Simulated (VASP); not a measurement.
The system is AgCl (Chlorargyrite).

```xyz
2
Lattice="0.0000 2.8053 2.8053 2.8053 0.0000 2.8053 2.8053 2.8053 0.0000" Properties=species:S:1:pos:R:3 pbc="T T T"
Ag    0.0000    0.0000    0.0000
Cl    2.8053    2.8053    2.8053
```

| Item | Value |
| --- | --- |
| Program | VASP 6.6.1 |
| Task | relaxation of cell and atoms |
| Functional | PBEsol |
| Potentials or basis | VASP PAW PBE potentials, release 64 (Ag, Cl) |
| Cutoff | 600 eV |
| k mesh | 8 × 8 × 8 |
| Occupations | fermi-dirac, width 0.02 eV |
| Spin | no spin polarisation |

At the start: pressure -4.0 GPa; volume 22.08 Å³/atom.

**Question.** Where does the relaxation end?

**Answer.** Over 5 steps the energy falls by 26.0 meV/atom and the volume is 20.19 Å³/atom (-8.5 %); space group Fm-3m (No. 225, to 0.05 Å).

Step by step:
| step | energy change (eV) | largest force (eV/Å) | pressure (GPa) | volume (Å³) |
| --- | --- | --- | --- | --- |
| 1 | 0.0000 | 0.0000 | -4.04 | 44.16 |
| 2 | -0.0516 | 0.0000 | -0.44 | 40.69 |
| 3 | -0.0520 | 0.0000 | -0.04 | 40.38 |
| 4 | -0.0520 | 0.0000 | 0.11 | 40.30 |
| 5 | -0.0520 | 0.0000 | 0.00 | 40.39 |

Final structure:
```
Ag Cl
1.0
     0.00000    2.72314    2.72314
     2.72314    0.00000    2.72314
     2.72314    2.72314    0.00000
Ag Cl
1 1
Direct
  0.00000 0.00000 0.00000
  0.50000 0.50000 0.50000
```

Caveat: the PAW data sets were made with another functional, which shifts forces and pressure a little.
